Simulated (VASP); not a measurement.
# GaSb (F-43m) in VASP: notebook

The runs below take GaSb through single point, with PBE, r2SCAN.

All numbers are computed with VASP 6.6.1; they aren't measurements. Logs are shortened: lines on timing, memory, paths and dates and some standing lists are left out, and cuts for length are marked.

**The experiment to reproduce.**

From a printed reference work, data compilation, for a bulk crystal of GaSb at 4.2 K: band gap 0.811 eV (direct).

The runs below are set against these values where they give the same quantity.

## Step 1: The cell of the first run

It takes space group F-43m (No. 216, cubic). The conventional cell has a = 6.220 Å, b = 6.220 Å, c = 6.220 Å, α = 90.00°, β = 90.00°, γ = 90.00°. Ga (site symmetry -43m) has 4 Sb at 2.69 Å within 3.6 Å. Within 3.6 Å of Sb (site symmetry -43m) lie 4 Ga at 2.69 Å.

## Step 2: Single point, PBE

INCAR

```
  PREC = Accurate
  ENCUT = 520
  EDIFF = 1E-7
  ISMEAR = -1
  SIGMA = 0.02
  LREAL = F
  LASPH = T
  NELM = 60
  ALGO = Normal
  ISIF = 2
  LWAVE = F
  LCHARG = F
  GGA = PE
  NBANDS = 16
```

KPOINTS

```
regular mesh
0
Gamma
  6 6 6
```

POSCAR

```
GaSb
1.0
    0.0000000000      3.1099061810      3.1099061810
    3.1099061810      0.0000000000      3.1099061810
    3.1099061810      3.1099061810      0.0000000000
Ga Sb
1 1
Direct
    0.0000000000      0.0000000000      0.0000000000
    0.2500000000      0.2500000000      0.2500000000
```

Potentials or basis: VASP PAW PBE potentials, release 64 (Ga_d, Sb).

On the command line:

```
cat potpaw_PBE.64/Ga_d/POTCAR potpaw_PBE.64/Sb/POTCAR > POTCAR
mpirun -np 1 vasp_std > vasp.out
```

OUTCAR:

```text
PREC = Accurate
   ENCUT = 520
   EDIFF = 1E-7
   ISMEAR = -1
   LREAL = F
   LASPH = T
   NELM = 60
   ISIF = 2
   GGA = PE

 ion  position               nearest neighbor table
   1  0.000  0.000  0.000-   2 2.69   2 2.69   2 2.69   2 2.69
   2  0.250  0.250  0.250-   1 2.69   1 2.69   1 2.69   1 2.69

  LATTYP: Found a face centered cubic cell.
 ALAT       =     6.2198123620

  Lattice vectors:

 A1 = (   0.0000000000,   3.1099061810,   3.1099061810)
 A2 = (   3.1099061810,   0.0000000000,   3.1099061810)
 A3 = (   3.1099061810,   3.1099061810,   0.0000000000)

Analysis of symmetry for initial positions (statically):
=====================================================================
 Subroutine PRICEL returns:
 Original cell was already a primitive cell.

 Routine SETGRP: Setting up the symmetry group for a
 face centered cubic supercell.

 Subroutine GETGRP returns: Found 24 space group operations
 (whereof 24 operations were pure point group operations)
 out of a pool of 48 trial point group operations.

The static configuration has the point symmetry T_d .

Analysis of symmetry for dynamics (positions and initial velocities):
=====================================================================
 Subroutine PRICEL returns:
 Original cell was already a primitive cell.

 Routine SETGRP: Setting up the symmetry group for a
 face centered cubic supercell.

 Subroutine GETGRP returns: Found 24 space group operations
 (whereof 24 operations were pure point group operations)
 out of a pool of 48 trial point group operations.

The dynamic configuration has the point symmetry T_d .

 Subroutine INISYM returns: Found 24 space group operations
 (whereof 24 operations are pure point group operations),
 and found     1 'primitive' translations

----------------------------------------------------------------------------------------

                                     Primitive cell

  volume of cell :      60.1550

  direct lattice vectors                    reciprocal lattice vectors
     0.000000000  3.109906181  3.109906181    -0.160776554  0.160776554  0.160776554
     3.109906181  0.000000000  3.109906181     0.160776554 -0.160776554  0.160776554
     3.109906181  3.109906181  0.000000000     0.160776554  0.160776554 -0.160776554

  length of vectors
     4.398071499  4.398071499  4.398071499     0.278473161  0.278473161  0.278473161

  position of ions in fractional coordinates (direct lattice)
     0.000000000  0.000000000  0.000000000
     0.250000000  0.250000000  0.250000000

  ion indices of the primitive-cell ions
   primitive index   ion index
                 1           1
                 2           2

----------------------------------------------------------------------------------------

 KPOINTS: regular mesh

Automatic generation of k-mesh.
 Grid dimensions read from file:
 generate k-points for:    6    6    6

 Generating k-lattice:

  Cartesian coordinates                     Fractional coordinates (reciprocal lattice)
    -0.026796092  0.026796092  0.026796092     0.166666667  0.000000000  0.000000000
     0.026796092 -0.026796092  0.026796092     0.000000000  0.166666667  0.000000000
     0.026796092  0.026796092 -0.026796092     0.000000000  0.000000000  0.166666667

  Length of vectors
     0.046412193  0.046412193  0.046412193

  Shift w.r.t. Gamma in fractional coordinates (k-lattice)
     0.000000000  0.000000000  0.000000000

 Subroutine IBZKPT returns following result:
 ===========================================

 Found     16 irreducible k-points:

 Following reciprocal coordinates:
            Coordinates               Weight
  0.000000  0.000000  0.000000      1.000000
  0.166667  0.000000  0.000000      8.000000
  0.333333  0.000000  0.000000      8.000000
  0.500000  0.000000  0.000000      4.000000
  0.166667  0.166667  0.000000      6.000000
  0.333333  0.166667  0.000000     24.000000
[... 8 lines left out ...]
 -0.333333  0.333333  0.166667     24.000000
 -0.333333  0.500000  0.166667     12.000000
   k-points           NKPTS =     16   k-points in BZ     NKDIM =     16   number of bands    NBANDS=     16
   number of dos      NEDOS =    301   number of ions     NIONS =      2
   total plane-waves  NPLWV =  46656
   dimension x,y,z NGX =    36 NGY =   36 NGZ =   36
   dimension x,y,z NGXF=    72 NGYF=   72 NGZF=   72
   ions per type =               1   1
   NGX,Y,Z   is equivalent  to a cutoff of  13.61, 13.61, 13.61 a.u.
   NGXF,Y,Z  is equivalent  to a cutoff of  27.22, 27.22, 27.22 a.u.
 SYSTEM =  unknown system
   PREC   = accura    normal or accurate (medium, high low for compatibility)
   ISTART =      0    job   : 0-new  1-cont  2-samecut
   ICHARG =      2    charge: 1-file 2-atom 10-const
   ISPIN  =      1    spin polarized calculation?
   LNONCOLLINEAR =      F non collinear calculations
   LSORBIT =      F    spin-orbit coupling
   LASPH  =      T    aspherical Exc in radial PAW
   ENCUT  =  520.0 eV  38.22 Ry    6.18 a.u.   8.18  8.18  8.18*2*pi/ulx,y,z
   NELM   =     60;   NELMIN=  2; NELMDL= -5     # of ELM steps
   EDIFF  = 0.1E-06   stopping-criterion for ELM
   LREAL  =      F    real-space projection
   EDIFFG = 0.1E-05   stopping-criterion for IOM
   NSW    =      0    number of steps for IOM
   IBRION =     -1    ionic relax: 0-MD 1-quasi-New 2-CG
   NFREE  =      0    steps in history (QN), initial steepest desc. (CG)
   ISIF   =      2    stress and relaxation
   ISYM   =      2    0-nonsym 1-usesym 2-fastsym
   POTIM  = 0.5000    time-step for ionic-motion
   TEBEG  =    0.0;   TEEND  =   0.0 temperature during run
   PSTRESS=    0.0 pullay stress
   NELECT =      18.0000    total number of electrons
   NUPDOWN=      -1.0000    fix difference up-down
   EMIN   =  10.00;   EMAX   =-10.00  energy-range for DOS
   EFERMI =   0.00;   METHOD = LEGACY
   ISMEAR =    -1;   SIGMA  =   0.02  broadening in eV -4-tet -1-fermi 0-gaus
   EFERMI_NEDOS =   21; number of points for ismear=-14 and -15
   IALGO  =     38    algorithm
   IMIX   =      4    mixing-type and parameters
     AMIX     =   0.40;   BMIX     =  1.00
     AMIX_MAG =   1.60;   BMIX_MAG =  1.00
  volume/ion in A,a.u.               =      30.08       202.97
  Fermi-wavevector in a.u.,A,eV,Ry     =   1.094986  2.069223 16.313294  1.198993
  Thomas-Fermi vector in A             =   2.231301
   LORBIT       =      0    0 simple, 1 ext, 2 COOP (PROOUT), +10 PAW based schemes
   GGA     = PE    functional components
[... 5 lines left out ...]
 non-spin polarized calculation
  energy-cutoff  :      520.00
  volume of cell :       60.16
 maximum number of plane-waves:      1639
 NGX is ok and might be reduce to    36
   NGX = 17   NGY = 17   NGZ = 17

 number of electron      17.9999991 magnetization

 Free energy of the ion-electron system (eV)
  ---------------------------------------------------
  ext. energy  EPLUGINS =         0.00000000
  ---------------------------------------------------
  free energy    TOTEN  =        -7.34332795 eV

  energy without entropy =       -7.34297432  energy(sigma->0) =       -7.34315114

 E-fermi :   4.3992     XC(G=0):  -8.8687

 val. band max:        4.3852998427   @ k =   0.0000   0.0000   0.0000
 cond. band min:       4.6880030560   @ k =   0.5000   0.0000   0.0000
 fundamental gap:      0.3027032133
 Fermi energy:         4.3991623242

 k-point     1 :       0.0000    0.0000    0.0000
  band No.  band energies     occupation
      1     -10.5647      2.00000
      2     -10.5647      2.00000
      3     -10.5647      2.00000
      4     -10.5223      2.00000
      5     -10.5223      2.00000
      6      -6.7578      2.00000
[... 8 lines left out ...]
     15      12.8791      0.00000
     16      12.8791      0.00000

 k-point     2 :       0.1667    0.0000    0.0000
  band No.  band energies     occupation
      1     -10.5703      2.00000
      2     -10.5621      2.00000
      3     -10.5621      2.00000
      4     -10.5225      2.00000
      5     -10.5225      2.00000
      6      -6.4932      2.00000
[... 8 lines left out ...]
     15      11.9532      0.00000
     16      11.9532      0.00000

 k-point     3 :       0.3333    0.0000    0.0000
  band No.  band energies     occupation
      1     -10.5814      2.00000
      2     -10.5576      2.00000
      3     -10.5576      2.00000
      4     -10.5224      2.00000
      5     -10.5224      2.00000
      6      -5.7939      2.00000
[... 8 lines left out ...]
     15      12.4120      0.00000
     16      12.4120      0.00000

 k-point     4 :       0.5000    0.0000    0.0000
  band No.  band energies     occupation
      1     -10.5869      2.00000
      2     -10.5557      2.00000
      3     -10.5557      2.00000
      4     -10.5220      2.00000
      5     -10.5220      2.00000
      6      -5.2563      2.00000
[... 8 lines left out ...]
     15      14.1061      0.00000
     16      14.1065      0.00000

 k-point     5 :       0.1667    0.1667    0.0000
  band No.  band energies     occupation
      1     -10.5748      2.00000
      2     -10.5597      2.00000
      3     -10.5597      2.00000
      4     -10.5243      2.00000
      5     -10.5214      2.00000
      6      -6.4026      2.00000
[... 8 lines left out ...]
     15      11.8315      0.00000
     16      13.2285      0.00000

 k-point     6 :       0.3333    0.1667    0.0000
  band No.  band energies     occupation
      1     -10.5840      2.00000
      2     -10.5557      2.00000
      3     -10.5549      2.00000
      4     -10.5255      2.00000
      5     -10.5209      2.00000
      6      -5.8311      2.00000
[... 8 lines left out ...]
     15      12.9831      0.00000
     16      13.4447      0.00000
[... 115 lines left out ...]
 k-point    13 :       0.5000    0.5000    0.0000
  band No.  band energies     occupation
      1     -10.6018      2.00000
      2     -10.5442      2.00000
      3     -10.5442      2.00000
      4     -10.5318      2.00000
      5     -10.5186      2.00000
      6      -4.4972      2.00000
[... 8 lines left out ...]
     15      14.8323      0.00000
     16      15.4857      0.00000

 k-point    14 :       0.5000    0.3333    0.1667
  band No.  band energies     occupation
      1     -10.5911      2.00000
      2     -10.5526      2.00000
      3     -10.5502      2.00000
      4     -10.5266      2.00000
      5     -10.5210      2.00000
      6      -5.1974      2.00000
[... 8 lines left out ...]
     15      13.2367      0.00000
     16      15.1158      0.00000

 k-point    15 :      -0.3333    0.3333    0.1667
  band No.  band energies     occupation
      1     -10.5937      2.00000
      2     -10.5521      2.00000
      3     -10.5480      2.00000
      4     -10.5260      2.00000
      5     -10.5219      2.00000
      6      -4.7217      2.00000
[... 8 lines left out ...]
     15      14.5949      0.00000
     16      14.7798      0.00000

 k-point    16 :      -0.3333    0.5000    0.1667
  band No.  band energies     occupation
      1     -10.5977      2.00000
      2     -10.5491      2.00000
      3     -10.5452      2.00000
      4     -10.5286      2.00000
      5     -10.5206      2.00000
      6      -4.4699      2.00000
[... 8 lines left out ...]
     15      14.1471      0.00000
     16      15.4961      0.00000

------------------------ aborting loop because EDIFF is reached ----------------------------------------

  FORCE on cell =-STRESS in cart. coord.  units (eV):
  Direction    XX          YY          ZZ          XY          YZ          ZX
  --------------------------------------------------------------------------------------
  -------------------------------------------------------------------------------------
  Total        0.0111666      0.0111666      0.0111666     -0.0000000      0.0000000     -0.0000000
  in kB        0.2974128      0.2974128      0.2974128     -0.0000000      0.0000000     -0.0000000
  external PRESSURE =       0.2974128 kB  Pullay stress =       0.0000000 kB

 VOLUME and BASIS-vectors are now :
 -----------------------------------------------------------------------------
  energy-cutoff  :      520.00
  volume of cell :       60.16
      direct lattice vectors                 reciprocal lattice vectors
     0.000000000  3.109906181  3.109906181    -0.160776554  0.160776554  0.160776554
     3.109906181  0.000000000  3.109906181     0.160776554 -0.160776554  0.160776554
     3.109906181  3.109906181  0.000000000     0.160776554  0.160776554 -0.160776554

 POSITION                                       TOTAL-FORCE (eV/Angst)
 -----------------------------------------------------------------------------------
      0.00000      0.00000      0.00000         0.000000      0.000000      0.000000
      1.55495      1.55495      1.55495        -0.000000     -0.000000     -0.000000
 -----------------------------------------------------------------------------------
    total drift:                                0.000001      0.000001      0.000001

  FREE ENERGIE OF THE ION-ELECTRON SYSTEM (eV)
  ---------------------------------------------------
  free  energy   TOTEN  =        -7.3433279483 eV

  energy  without entropy=       -7.3429743224  energy(sigma->0) =       -7.34315114
```

It took 18 s on 1 thread of Intel Xeon Platinum 8259CL at 2.50GHz (Skylake/Cascade Lake), shared host; peak memory 0.2 GiB.

What came out:

```yaml
Free_energy: -7.3433 eV
Pressure: 0.0 GPa
Band_gap_on_the_k_mesh: zero (filled and empty bands touch)
```

Caveat: spin-orbit coupling is left out, which moves the levels of the heavy elements.

## Step 3: Single point, r2SCAN

This run uses another cell than the first one, of 28.82 Å³/atom, 0.958 times its volume.

POSCAR

```
GaSb
1.0
    0.0000000000      3.0658848228      3.0658848228
    3.0658848228      0.0000000000      3.0658848228
    3.0658848228      3.0658848228      0.0000000000
Ga Sb
1 1
Direct
    0.0000000000      0.0000000000      0.0000000000
    0.2500000000      0.2500000000      0.2500000000
```

INCAR.step1

```
SYSTEM = GaSb
PREC = Accurate
ENCUT = 520
ISMEAR = -1
SIGMA = 0.02
LREAL = .False.
LASPH = .True.
NELM = 60
NBANDS = 16
GGA = PE
ALGO = Normal
EDIFF = 1E-4
LWAVE = .True.
LCHARG = .False.
```

INCAR.step2

```
SYSTEM = GaSb
PREC = Accurate
ENCUT = 520
EDIFF = 1E-7
ISMEAR = -1
SIGMA = 0.02
LREAL = .False.
LASPH = .True.
NELM = 60
ALGO = Normal
ISIF = 2
LWAVE = .False.
LCHARG = .True.
METAGGA = R2SCAN
LMIXTAU = .True.
LELF = .True.
LVHAR = .True.
NBANDS = 16
ISTART = 1
```

KPOINTS

```
Automatic mesh
0
Gamma
  6 6 6
  0 0 0
```

Potentials or basis: VASP PAW PBE potentials, release 64 (Ga_d, Sb).

On the command line:

```
cat potpaw_PBE.64/Ga_d/POTCAR potpaw_PBE.64/Sb/POTCAR > POTCAR
cp INCAR.step1 INCAR
mpirun -np 1 vasp_std > vasp.out
cp INCAR.step2 INCAR
mpirun -np 1 vasp_std > vasp.out
```

Wall time 47 s (1 thread of Intel Xeon Platinum 8259CL at 2.50GHz (Skylake/Cascade Lake), shared host); peak memory 0.19 GiB.

It converged, with:

- Free energy: -37.5790 eV
- Pressure: 0.1 GPa
- Band gap on the k mesh: 0.40 eV, direct

Levels at points of the mesh, in eV from the valence-band top:
```
           k point  band 6  band 7  band 8  band 9  band 10  band 11  band 12  band 13
(0.00, 0.00, 0.00)  -11.88    0.00    0.00    0.00     0.40     2.98     2.98     2.98
(0.50, 0.00, 0.00)  -10.18   -6.55   -1.20   -1.20     0.67     4.01     4.01     6.92
(0.50, 0.50, 0.00)   -9.30   -7.02   -2.67   -2.67     1.12     1.49     9.22     9.22
```

Caveat: the PAW data sets were made with another functional, which shifts forces and pressure a little; spin-orbit coupling is left out, which moves the levels of the heavy elements.

[end of part 1 of 2]
